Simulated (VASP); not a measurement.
Wanted: the native input for a VASP 6.6.1 run.

```
Task                   : single point
Functional             : PBEsol
Potentials or basis    : VASP PAW PBE potentials, release 64 (Mo_sv, S)
Cutoff                 : 520 eV
k mesh                 : 6 × 6 × 4
Occupations            : gaussian, width 0.05 eV
Spin                   : no spin polarisation
Hubbard terms          : Mo d U = 2 eV
Further INCAR settings : ALGO = Normal; EDIFF = 1e-06; NBANDS = 20
```

The structure of MoS2 lies in POSCAR:

```
MoS2
1.0
    3.1479925200     -1.9297820300      0.0000000000
    3.1479925200      1.9297820300      0.0000000000
   -0.0030992400      0.0000000000      4.4393295900
Mo S
1 2
Direct
    0.0000000000      0.0000000000      0.0000000000
    0.6879000000      0.6879000000      0.2889000000
    0.3121000000      0.3121000000      0.7111000000
```

The cell comes from a database or a generator and needn't be the stable form of this composition.

One way to write it, as run:

INCAR

```
SYSTEM = MoS2
ALGO = Normal
EDIFF = 1E-6
ENCUT = 520
GGA = PS
ISIF = 2
ISMEAR = 0
LASPH = .True.
LCHARG = .True.
LDAU = .True.
LDAUJ = 0 0
LDAUL = 2 -1
LDAUPRINT = 1
LDAUTYPE = 2
LDAUU = 2 0
LELF = .True.
LMAXMIX = 4
LREAL = .False.
LVHAR = .True.
LWAVE = .False.
NBANDS = 20
NELM = 60
PREC = Accurate
SIGMA = 0.05
```

KPOINTS

```
k-points
0
Gamma
  6 6 4
  0 0 0
```

Potentials or basis: VASP PAW PBE potentials, release 64 (Mo_sv, S).

Command:

```console
$ cat potpaw_PBE.64/Mo_sv/POTCAR potpaw_PBE.64/S/POTCAR > POTCAR
$ mpirun -np 1 vasp_std > vasp.out
```

It gave:

```
Pressure               : -7.3 GPa
Largest force          : 1.128 eV/Å
Band gap on the k mesh : none (metal or under the smearing width)
```

Caveat: the PAW data sets were made with another functional, which shifts forces and pressure a little; U without spin polarisation on a metal has little footing.

It took 76 s on 1 thread of AMD EPYC 7R43 64-Core Processor (Zen 3) (shared host), peak memory 0.16 GiB.
